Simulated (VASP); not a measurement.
# Cl2C in VASP: further runs

Aim: see how the results for Cl2C move with the level of theory and the settings. Levels: optB88-vdW, r2SCAN0, PBE. Tasks: single point, relaxation of the atoms.

All numbers are computed with VASP 6.6.1; they aren't measurements. Logs are shortened: lines on timing, memory, paths and dates and some standing lists are left out, and cuts for length are marked.

### 1 The molecule as given

The cell holds a molecule in a box, 3 atoms: a = 12.000 Å, b = 11.000 Å, c = 11.000 Å, α = 90.00°, β = 90.00°, γ = 90.00°.

### 2 Single point, optB88-vdW

INCAR

```
SYSTEM = CCl2
PREC = Accurate
ENCUT = 520
EDIFF = 1E-6
ISMEAR = 0
SIGMA = 0.01
LREAL = .False.
LASPH = .True.
NELM = 80
ALGO = Fast
ISIF = 2
LWAVE = .False.
LCHARG = .False.
GGA = BO
LUSE_VDW = .True.
AGGAC = 0.0
PARAM1 = 0.1833333333
PARAM2 = 0.22
NBANDS = 16
```

KPOINTS

```
Automatic mesh
0
Gamma
  1 1 1
  0 0 0
```

POSCAR

```
CCl2
1.0
   12.0000000000      0.0000000000      0.0000000000
    0.0000000000     11.0000000000      0.0000000000
    0.0000000000      0.0000000000     11.0000000000
Cl C
2 1
Direct
    0.5944916700      0.4570000000      0.5530363600
    0.4076750000      0.5700727300      0.4531454500
    0.4721333300      0.4337454500      0.4772090900
```

Potentials or basis: VASP PAW PBE potentials, release 64 (Cl, C).

Launch:

```console
> cat potpaw_PBE.64/Cl/POTCAR potpaw_PBE.64/C/POTCAR > POTCAR
> mpirun -np 1 vasp_gam > vasp.out
```

OUTCAR:

```text
SYSTEM = CCl2
   PREC = Accurate
   ENCUT = 520
   EDIFF = 1E-6
   ISMEAR = 0
   LREAL = .False.
   LASPH = .True.
   NELM = 80
   ISIF = 2
   GGA = BO

 ion  position               nearest neighbor table
   1  0.594  0.457  0.553-   3 1.71
   2  0.408  0.570  0.453-   3 1.71
   3  0.472  0.434  0.477-   1 1.71   2 1.71

  LATTYP: Found a simple tetragonal cell.
 ALAT       =    11.0000000000
 C/A-ratio  =     1.0909090909

  Lattice vectors:

 A1 = (   0.0000000000,  11.0000000000,   0.0000000000)
 A2 = (   0.0000000000,   0.0000000000,  11.0000000000)
 A3 = (  12.0000000000,   0.0000000000,   0.0000000000)

Analysis of symmetry for initial positions (statically):
=====================================================================
 Subroutine PRICEL returns:
 Original cell was already a primitive cell.

 Routine SETGRP: Setting up the symmetry group for a
 simple tetragonal supercell.

 Subroutine GETGRP returns: Found  1 space group operations
 (whereof  1 operations were pure point group operations)
 out of a pool of 16 trial point group operations.

The static configuration has the point symmetry C_1 .

Analysis of symmetry for dynamics (positions and initial velocities):
=====================================================================
 Subroutine PRICEL returns:
 Original cell was already a primitive cell.

 Routine SETGRP: Setting up the symmetry group for a
 simple tetragonal supercell.

 Subroutine GETGRP returns: Found  1 space group operations
 (whereof  1 operations were pure point group operations)
 out of a pool of 16 trial point group operations.

The dynamic configuration has the point symmetry C_1 .

 Subroutine INISYM returns: Found  1 space group operations
 (whereof  1 operations are pure point group operations),
 and found     1 'primitive' translations

----------------------------------------------------------------------------------------

                                     Primitive cell

  volume of cell :    1452.0000

  direct lattice vectors                    reciprocal lattice vectors
    12.000000000  0.000000000  0.000000000     0.083333333  0.000000000  0.000000000
     0.000000000 11.000000000  0.000000000     0.000000000  0.090909091  0.000000000
     0.000000000  0.000000000 11.000000000     0.000000000  0.000000000  0.090909091

  length of vectors
    12.000000000 11.000000000 11.000000000     0.083333333  0.090909091  0.090909091

  position of ions in fractional coordinates (direct lattice)
     0.594491670  0.457000000  0.553036360
     0.407675000  0.570072730  0.453145450
     0.472133330  0.433745450  0.477209090

  ion indices of the primitive-cell ions
   primitive index   ion index
                 1           1
                 2           2
                 3           3

----------------------------------------------------------------------------------------

 KPOINTS: Automatic mesh

Automatic generation of k-mesh.
 Grid dimensions read from file:
 generate k-points for:    1    1    1

 Generating k-lattice:

  Cartesian coordinates                     Fractional coordinates (reciprocal lattice)
     0.083333333  0.000000000  0.000000000     1.000000000  0.000000000  0.000000000
     0.000000000  0.090909091  0.000000000     0.000000000  1.000000000  0.000000000
     0.000000000  0.000000000  0.090909091     0.000000000  0.000000000  1.000000000

  Length of vectors
     0.083333333  0.090909091  0.090909091

  Shift w.r.t. Gamma in fractional coordinates (k-lattice)
     0.000000000  0.000000000  0.000000000

 Subroutine IBZKPT returns following result:
 ===========================================

 Found      1 irreducible k-points:

 Following reciprocal coordinates:
            Coordinates               Weight
  0.000000  0.000000  0.000000      1.000000
   k-points           NKPTS =      1   k-points in BZ     NKDIM =      1   number of bands    NBANDS=     16
   number of dos      NEDOS =    301   number of ions     NIONS =      3
   total plane-waves  NPLWV = 635040
   dimension x,y,z NGX =    90 NGY =   84 NGZ =   84
   dimension x,y,z NGXF=   180 NGYF=  168 NGZF=  168
   ions per type =               2   1
   NGX,Y,Z   is equivalent  to a cutoff of  12.47, 12.70, 12.70 a.u.
   NGXF,Y,Z  is equivalent  to a cutoff of  24.94, 25.39, 25.39 a.u.
 SYSTEM =  CCl2
   PREC   = accura    normal or accurate (medium, high low for compatibility)
   ISTART =      0    job   : 0-new  1-cont  2-samecut
   ICHARG =      2    charge: 1-file 2-atom 10-const
   ISPIN  =      1    spin polarized calculation?
   LNONCOLLINEAR =      F non collinear calculations
   LSORBIT =      F    spin-orbit coupling
   LASPH  =      T    aspherical Exc in radial PAW
   ENCUT  =  520.0 eV  38.22 Ry    6.18 a.u.  22.31 20.45 20.45*2*pi/ulx,y,z
   NELM   =     80;   NELMIN=  2; NELMDL= -5     # of ELM steps
   EDIFF  = 0.1E-05   stopping-criterion for ELM
   LREAL  =      F    real-space projection
   EDIFFG = 0.1E-04   stopping-criterion for IOM
   NSW    =      0    number of steps for IOM
   IBRION =     -1    ionic relax: 0-MD 1-quasi-New 2-CG
   NFREE  =      0    steps in history (QN), initial steepest desc. (CG)
   ISIF   =      2    stress and relaxation
   ISYM   =      2    0-nonsym 1-usesym 2-fastsym
   POTIM  = 0.5000    time-step for ionic-motion
   TEBEG  =    0.0;   TEEND  =   0.0 temperature during run
   PSTRESS=    0.0 pullay stress
   NELECT =      18.0000    total number of electrons
   NUPDOWN=      -1.0000    fix difference up-down
   EMIN   =  10.00;   EMAX   =-10.00  energy-range for DOS
   EFERMI =   0.00;   METHOD = LEGACY
   ISMEAR =     0;   SIGMA  =   0.01  broadening in eV -4-tet -1-fermi 0-gaus
   EFERMI_NEDOS =   21; number of points for ismear=-14 and -15
   IALGO  =     68    algorithm
   IMIX   =      4    mixing-type and parameters
     AMIX     =   0.40;   BMIX     =  1.00
     AMIX_MAG =   1.60;   BMIX_MAG =  1.00
  volume/ion in A,a.u.               =     484.00      3266.19
  Fermi-wavevector in a.u.,A,eV,Ry     =   0.378887  0.715993  1.953193  0.143556
  Thomas-Fermi vector in A             =   1.312529
   LORBIT       =      0    0 simple, 1 ext, 2 COOP (PROOUT), +10 PAW based schemes
   GGA     = BO    functional components
   LHFCALC =     F    Hartree Fock is set to
   AEXX    =    0.0000 exact exchange contribution
   IVDW_NL    =     1    kernel type
   BPARAM     = 6.3000
   IVDW    =     0    specifies the selected vdW correction
   LEPSILON=     F    determine dielectric tensor
   LRPA    =     F    only Hartree local field effects (RPA)
 non-spin polarized calculation
 RMM-DIIS sequential band-by-band and
 Gauss-broadening in eV      SIGMA  =   0.01
  energy-cutoff  :      520.00
  volume of cell :     1452.00
 maximum number of plane-waves:     19579
 NGX is ok and might be reduce to    90
   NGX = 45   NGY = 41   NGZ = 41

 number of electron      17.9999998 magnetization

 Free energy of the ion-electron system (eV)
  ---------------------------------------------------
  ext. energy  EPLUGINS =         0.00000000
  ---------------------------------------------------
  free energy    TOTEN  =        -5.40855713 eV

  energy without entropy =       -5.40855713  energy(sigma->0) =       -5.40855713

 E-fermi :  -5.9617     XC(G=0):  -1.0200

 val. band max:       -6.0312159316   @ k =   0.0000   0.0000   0.0000
 cond. band min:      -4.1730024618   @ k =   0.0000   0.0000   0.0000
 fundamental gap:      1.8582134698
 Fermi energy:        -5.9616723009

 k-point     1 :       0.0000    0.0000    0.0000
  band No.  band energies     occupation
      1     -23.4460      2.00000
      2     -21.4555      2.00000
      3     -15.0218      2.00000
      4     -11.6383      2.00000
      5     -10.2574      2.00000
      6     -10.0457      2.00000
[... 8 lines left out ...]
     15       0.7318      0.00000
     16       0.8069      0.00000

------------------------ aborting loop because EDIFF is reached ----------------------------------------

  FORCE on cell =-STRESS in cart. coord.  units (eV):
  Direction    XX          YY          ZZ          XY          YZ          ZX
  --------------------------------------------------------------------------------------
  -------------------------------------------------------------------------------------
  Total        0.7528205      0.5342838      0.1600586     -0.2703547     -0.0841021      0.4184909
  in kB        0.8306831      0.5895437      0.1766131     -0.2983169     -0.0928006      0.4617746
  external PRESSURE =       0.5322800 kB  Pullay stress =       0.0000000 kB

 VOLUME and BASIS-vectors are now :
 -----------------------------------------------------------------------------
  energy-cutoff  :      520.00
  volume of cell :     1452.00
      direct lattice vectors                 reciprocal lattice vectors
    12.000000000  0.000000000  0.000000000     0.083333333  0.000000000  0.000000000
     0.000000000 11.000000000  0.000000000     0.000000000  0.090909091  0.000000000
     0.000000000  0.000000000 11.000000000     0.000000000  0.000000000  0.090909091

 POSITION                                       TOTAL-FORCE (eV/Angst)
 -----------------------------------------------------------------------------------
      7.13390      5.02700      6.08340         0.422119      0.025943      0.235371
      4.89210      6.27080      4.98460        -0.252351      0.398161     -0.096636
      5.66560      4.77120      5.24930        -0.169768     -0.424104     -0.138735
 -----------------------------------------------------------------------------------
    total drift:                               -0.001842      0.002784     -0.000358

  FREE ENERGIE OF THE ION-ELECTRON SYSTEM (eV)
  ---------------------------------------------------
  free  energy   TOTEN  =        -5.4085571344 eV

  energy  without entropy=       -5.4085571344  energy(sigma->0) =       -5.40855713

Total vdW correction in eV:      4.2395398
```

Wall time 24 min (1 thread of Intel Xeon 6975P-C (Granite Rapids), shared host); peak memory 3.9 GiB.

What came out:

```yaml
Free_energy: -5.4086 eV
Largest_force: 0.484 eV/Å
Gap_between_the_frontier_levels: 1.86 eV
```

Forces on the atoms (eV/Å):
```
Cl   0.422  0.026  0.235
Cl  -0.252  0.398 -0.097
C   -0.170 -0.424 -0.139
```

Caveat: the PAW data sets were made with another functional, which shifts forces and pressure a little.

### 3 Single point, r2SCAN0

POSCAR

```
CCl2
1.0
   12.0000000000      0.0000000000      0.0000000000
    0.0000000000     11.0000000000      0.0000000000
    0.0000000000      0.0000000000     11.0000000000
Cl C
2 1
Cartesian
    7.1339000400      5.0270000000      6.0833999600
    4.8921000000      6.2708000300      4.9845999500
    5.6655999600      4.7711999500      5.2492999900
```

INCAR.step1

```
SYSTEM = CCl2
ALGO     = Normal         ! electronic algorithm
EDIFF    = 1E-5           ! SCF threshold, eV
ENCUT    = 400            ! plane-wave cutoff, eV
GGA      = PE             ! functional
ISIF     = 2              ! what is computed and relaxed
ISMEAR   = 0              ! smearing method
LASPH    = .TRUE.         ! aspherical terms in the spheres
LCHARG   = .FALSE.        ! write CHGCAR
LREAL    = .FALSE.        ! projectors in reciprocal space
LWAVE    = .TRUE.         ! write WAVECAR
NELM     = 100            ! most SCF steps
PREC     = Accurate       ! precision mode
SIGMA    = 0.01           ! smearing width, eV
```

INCAR.step2

```
SYSTEM = CCl2
AEXX     = 0.25           ! exact-exchange fraction
ALGO     = Normal         ! electronic algorithm
EDIFF    = 1E-6           ! SCF threshold, eV
ENCUT    = 400            ! plane-wave cutoff, eV
ISIF     = 2              ! what is computed and relaxed
ISMEAR   = 0              ! smearing method
ISTART   = 1            
LASPH    = .TRUE.         ! aspherical terms in the spheres
LCHARG   = .FALSE.        ! write CHGCAR
LHFCALC  = .TRUE.         ! exact exchange
LMIXTAU  = .TRUE.       
LREAL    = .FALSE.        ! projectors in reciprocal space
LWAVE    = .FALSE.        ! write WAVECAR
METAGGA  = R2SCAN         ! meta-GGA
NELM     = 100            ! most SCF steps
PREC     = Accurate       ! precision mode
PRECFOCK = Fast         
SIGMA    = 0.01           ! smearing width, eV
```

KPOINTS

```
k-points
0
G
  1 1 1
  0 0 0
```

Potentials or basis: VASP PAW PBE potentials, release 64 (Cl, C_s).

Launch:

```console
> cat potpaw_PBE.64/Cl/POTCAR potpaw_PBE.64/C_s/POTCAR > POTCAR
> cp INCAR.step1 INCAR
> mpirun -np 1 vasp_gam > vasp.out
> cp INCAR.step2 INCAR
> mpirun -np 1 vasp_gam > vasp.out
```

Run time: 2.9 min. Hardware: 1 thread of Intel Xeon 6975P-C (Granite Rapids), shared host; peak memory 0.87 GiB.

It converged, with:

| Property | Result |
| --- | --- |
| Free energy | -21.4911 eV |
| Largest force | 0.198 eV/Å |
| Gap between the frontier levels | 4.45 eV |

Forces in eV/Å, atoms in the order of the input:
```
Cl  -0.148 -0.024 -0.081
Cl   0.080 -0.153  0.025
C    0.067  0.177  0.056
```

Levels at points of the mesh, in eV from the valence-band top:
| k point | band 6 | band 7 | band 8 | band 9 | band 10 | band 11 | band 12 | band 13 |
| --- | --- | --- | --- | --- | --- | --- | --- | --- |
| (0.00, 0.00, 0.00) | -4.44 | -2.62 | -1.96 | 0.00 | 4.45 | 7.61 | 7.69 | 8.49 |

Caveat: the PAW data sets were made with another functional, which shifts forces and pressure a little.

### 4 Single point, PBE (atoms moved at random, drawn with an rms of 0.05 Å)

INCAR

```
ALGO = Fast ; EDIFF = 1E-6
ENCUT = 520 ; GGA = PE
ISIF = 2 ; ISMEAR = 0
LASPH = True ; LCHARG = False
LREAL = False ; LWAVE = False
NELM = 60 ; PREC = Accurate
SIGMA = 0.01
```

KPOINTS

```
k-points
0
Gamma
  1 1 1
```

POSCAR

```
CCl2
1.0
   12.0000000000      0.0000000000      0.0000000000
    0.0000000000     11.0000000000      0.0000000000
    0.0000000000      0.0000000000     11.0000000000
Cl C
2 1
Direct
    0.5929110000      0.4570230000      0.5550400000
    0.4083360000      0.5708290000      0.4529290000
    0.4736140000      0.4311250000      0.4784870000
```

Potentials or basis: VASP PAW PBE potentials, release 64 (Cl, C).

Launch:

```console
> cat potpaw_PBE.64/Cl/POTCAR potpaw_PBE.64/C/POTCAR > POTCAR
> mpirun -np 1 vasp_gam > vasp.out
```

It took 65 s on 1 thread of Intel Xeon 6975P-C (Granite Rapids), shared host; peak memory 1.1 GiB.

Results (log left out):

```
Free energy                     : -10.5322 eV
Largest force                   : 0.805 eV/Å
Gap between the frontier levels : 1.86 eV
```

Forces on the atoms (eV/Å):
```
Cl   0.701 -0.022  0.395
Cl  -0.048 -0.199 -0.049
C   -0.652  0.222 -0.347
```

Levels at points of the mesh, in eV from the valence-band top:
| k point | band 5 | band 6 | band 7 | band 8 | band 9 | band 10 | band 11 | band 12 | band 13 |
| --- | --- | --- | --- | --- | --- | --- | --- | --- | --- |
| (0.00, 0.00, 0.00) | -4.21 | -3.99 | -2.49 | -1.73 | 0.00 | 1.86 | 4.97 | 5.69 | 6.07 |

### 5 Relaxation of the atoms, PBE (atoms moved at random, drawn with an rms of 0.02 Å)

INCAR

```
PREC = Accurate ; ENCUT = 520
EDIFF = 1E-7 ; ISMEAR = 0
SIGMA = 0.01 ; LREAL = F
LASPH = T ; NELM = 80
ALGO = Fast ; ISIF = 2
LWAVE = F ; LCHARG = F
GGA = PE ; IBRION = 2
NSW = 60 ; EDIFFG = -0.02
```

KPOINTS

```
regular mesh
0
Gamma
  1 1 1
```

POSCAR

```
CCl2
1.0
   12.0000000000      0.0000000000      0.0000000000
    0.0000000000     11.0000000000      0.0000000000
    0.0000000000      0.0000000000     11.0000000000
Cl C
2 1
Direct
    0.5944780000      0.4583430000      0.5543500000
    0.4074050000      0.5678310000      0.4513180000
    0.4732830000      0.4326380000      0.4788300000
```

Launch:

```console
> cat potpaw_PBE.64/Cl/POTCAR potpaw_PBE.64/C/POTCAR > POTCAR
> mpirun -np 1 vasp_gam > vasp.out
```

Run time: 6.2 min. Hardware: 1 thread of Intel Xeon 6975P-C (Granite Rapids), shared host; peak memory 1.2 GiB.

It converged, with:

| Item | Value |
| --- | --- |
| Free energy | -10.5523 eV |
| Energy gained by relaxing | 3.4 meV/atom |
| Ionic steps | 7 |
| Largest force after relaxing | 0.011 eV/Å |
| Gap between the frontier levels | 1.84 eV |

Forces on the atoms (eV/Å):
```
Cl  -0.004  0.001 -0.002
Cl  -0.002  0.008  0.000
C    0.006 -0.009  0.003
```

Step by step:
```csv
step,energy change (eV),largest force (eV/Å),pressure (GPa)
1,0.0000,0.5607,0.05
2,-0.0062,0.3503,-0.03
3,-0.0099,0.0482,0.00
4,-0.0101,0.0219,0.00
5,-0.0101,0.0282,0.00
6,-0.0102,0.0210,0.00
7,-0.0102,0.0108,0.00
```

Final structure:
```
Cl C
1.0
    12.00000    0.00000    0.00000
     0.00000   11.00000    0.00000
     0.00000    0.00000   11.00000
Cl C
2 1
Cartesian
  7.1503 5.0403 6.1070
  4.8797 6.2549 4.9602
  5.6720 4.7517 5.2623
```

Levels at points of the mesh, in eV from the valence-band top:
| k point | band 6 | band 7 | band 8 | band 9 | band 10 | band 11 | band 12 | band 13 |
| --- | --- | --- | --- | --- | --- | --- | --- | --- |
| (0.00, 0.00, 0.00) | -3.91 | -2.51 | -1.79 | 0.00 | 1.84 | 4.91 | 5.69 | 6.04 |

### 6 For comparison

An earlier run on the cell as given: functional PBE; potentials or basis VASP PAW PBE potentials, release 64 (Cl, C); cutoff 520 eV; k mesh 1 × 1 × 1; occupations gaussian, width 0.01 eV; no spin polarisation.

- Largest force: 0.401 eV/Å
- Gap between the frontier levels: 1.81 eV

### 7 Summary

```csv
task,level,potentials or basis,cell,cutoff (eV),grid for exact exchange (PRECFOCK),exchange at q = 0,gap on the mesh (eV),largest force (eV/Å)
single point,optB88-vdW,"VASP PAW PBE potentials, release 64 (Cl, C)",as given,520,-,-,1.86,0.48
single point,r2SCAN0,"VASP PAW PBE potentials, release 64 (Cl, C_s)",as given,400,Fast,default,4.45,0.20
single point,PBE,"VASP PAW PBE potentials, release 64 (Cl, C)","atoms moved at random, drawn with an rms of 0.05 Å",520,-,-,1.86,0.80
relaxation of the atoms,PBE,"VASP PAW PBE potentials, release 64 (Cl, C)","atoms relaxed from: atoms moved at random, drawn with an rms of 0.02 Å",520,-,-,1.84,0.01
single point,PBE,"VASP PAW PBE potentials, release 64 (Cl, C)",as given,520,-,-,1.81,0.40
```

Alike in all rows: no spin polarisation; k mesh 1 × 1 × 1; smearing gaussian 0.01 eV.

Caveats: the PAW data sets were made with another functional, which shifts forces and pressure a little (some runs).

Total energies depend on the potentials used, so only differences within one code and one set of settings carry meaning.
